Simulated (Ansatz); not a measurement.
Runs of Ansatz 0.2.0 on BaTe. Symmetry: Fm-3m, No. 225, cubic system. The conventional cell has a = 6.820 Å, b = 6.820 Å, c = 6.820 Å, α = 90.00°, β = 90.00°, γ = 90.00°. Around Ba (site symmetry m-3m) lie 6 Te at 3.41 Å. Around Te (site symmetry m-3m) lie 6 Ba at 3.41 Å. 

```tsv
task	level	potentials or basis	k mesh	cutoff (eV)	basis error allowed	gap on the mesh (eV)	pressure (GPa)
band structure	LDA	all-electron LAPW, scalar-relativistic	7 × 7 × 7	136	0.001 eV/atom	1.36	0.8
band structure	PBEsol	all-electron LAPW, scalar-relativistic	7 × 7 × 7	136	0.001 eV/atom	(a)	1.9
single point	PBE0	all-electron PAW datasets made for the crystal	6 × 6 × 6	270	-	(b)	3.6
single point	HSE06	all-electron PAW datasets made for the crystal	6 × 6 × 6	270	-	2.10	3.6
```

Alike in all rows: no spin polarisation; cell as given; smearing fermi-dirac 0.05 eV.

Estimate the missing entries.

(a) 1.39; (b) 2.74.

Caveats: spin-orbit coupling is left out, which moves the levels of the heavy elements.

A k mesh can miss the band edges, and the runs leave out spin-orbit coupling on Ba, Te.

The runs don't all hold the same shells in valence.

Runs at the PBE level aren't shown here.
